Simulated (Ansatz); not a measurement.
Runs of Ansatz 0.2.0 on AlPt. The structure is cubic, space group Pm-3m (No. 221). The conventional cell has a = 3.092 Å, b = 3.092 Å, c = 3.092 Å, α = 90.00°, β = 90.00°, γ = 90.00°. Pt (site symmetry m-3m) has 8 Al at 2.68 Å as nearest neighbours. Al (site symmetry m-3m) has 8 Pt at 2.68 Å as nearest neighbours. Measurements of this composition are mostly on another form, of space group No. 198.

| task | spin | cell | points for each segment of the path | target pressure (GPa) | gap on the mesh (eV) | pressure (GPa) |
| --- | --- | --- | --- | --- | --- | --- |
| band structure | SOC, no magnetisation | as given | 14 | - | none | (a) |
| relaxation of cell and atoms | off | relaxed | - | 0 | none | 0.0 |
| band structure | off | as given | 14 | - | none | -5.8 |
| relaxation of cell and atoms | off | relaxed to 10 GPa | - | 10 | none | 10.0 |
| relaxation of cell and atoms | off | relaxed to 30 GPa | - | 30 | none | 30.0 |

Alike in all rows: level PBEsol; potentials or basis Ansatz PAW; k mesh 9 × 9 × 9; cutoff (eV) 420; smearing fermi-dirac 0.05 eV.

Estimate the missing entries.

(a) -6.1.

Caveats: the PAW data sets come from PBE, with cores solved anew for the run's functional, which leaves a small shift of forces and pressure; the plane-wave basis is chosen anew once the cell has moved, so the energies of steps on either side of that aren't comparable (some runs); spin-orbit coupling is left out, which moves the levels of the heavy elements (some runs).

A k mesh can miss the band edges, and rows without SOC leave out spin-orbit coupling on Pt.

A gap of «none» marks a metal or a gap under the smearing width.
